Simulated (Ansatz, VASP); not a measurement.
# PbSe (Clausthalite) in VASP and in Ansatz

INCAR

```
ALGO = Normal
EDIFF = 1E-6
ENCUT = 520
GGA = PE
ISIF = 2
ISMEAR = 0
LASPH = T
LCHARG = F
LREAL = F
LWAVE = F
NELM = 100
PREC = Accurate
SIGMA = 0.012
```

The input KPOINTS:

```
k-points
0
Gamma
  8 8 8
```

File POSCAR:

```
PbSe
1.0
    0.0000000000      3.0606500000      3.0606500000
    3.0606500000      0.0000000000      3.0606500000
    3.0606500000      3.0606500000      0.0000000000
Pb Se
1 1
Direct
    0.0000000000      0.0000000000      0.0000000000
    0.5000000000      0.5000000000      0.5000000000
```

Contents of input.yaml:

```yaml
crystal:
  lattice:
    - [0.0, 3.06065, 3.06065]
    - [3.06065, 0.0, 3.06065]
    - [3.06065, 3.06065, 0.0]
  atoms:
    - { symbol: Pb, position: [0.0, 0.0, 0.0] }
    - { symbol: Se, position: [0.5, 0.5, 0.5] }
hamiltonian:
  xc: pbe
  pseudopotentials: { kind: paw }
kpoints:
  mp_grid: { grid: [8, 8, 8] }
scf:
  occupations: { method: gaussian, width: 0.012 }
output:
  forces: true
  stress: true
  eigenvalues: true
  write_density: true
  write_potential: true
  elf: true
  volumetric_format: npy
```

Alike in both runs: task single point; functional PBE; k mesh 8 × 8 × 8; occupations gaussian, width 0.012 eV; no spin polarisation.

|  | VASP | Ansatz |
| --- | --- | --- |
| version | VASP 6.6.1 | Ansatz 0.2.0 |
| potentials or method | VASP PAW PBE potentials, release 64 (Pb_d, Se) | Ansatz PAW |
| plane-wave cutoff (eV) | 520 | 420 |
| valence electrons in the cell | 20 | 30 |

|  | VASP | Ansatz | Ansatz less VASP |
| --- | --- | --- | --- |
| gap on the k mesh at the Fermi level (eV) | 0.29 | 0.29 | -0.005 |
| least direct gap on the mesh (eV) | 0.29 | 0.29 | -0.005 |
| pressure (GPa) | 2.4 | 2.4 | +0.02 |

With one functional, cell and mesh, what is left measures potentials, basis and numerics. The two sets of potentials don't hold the same shells in valence.

Caveats: spin-orbit coupling is left out, which as a rule narrows the gap of such compounds by several tenths of an eV. A k mesh can miss the band edges.
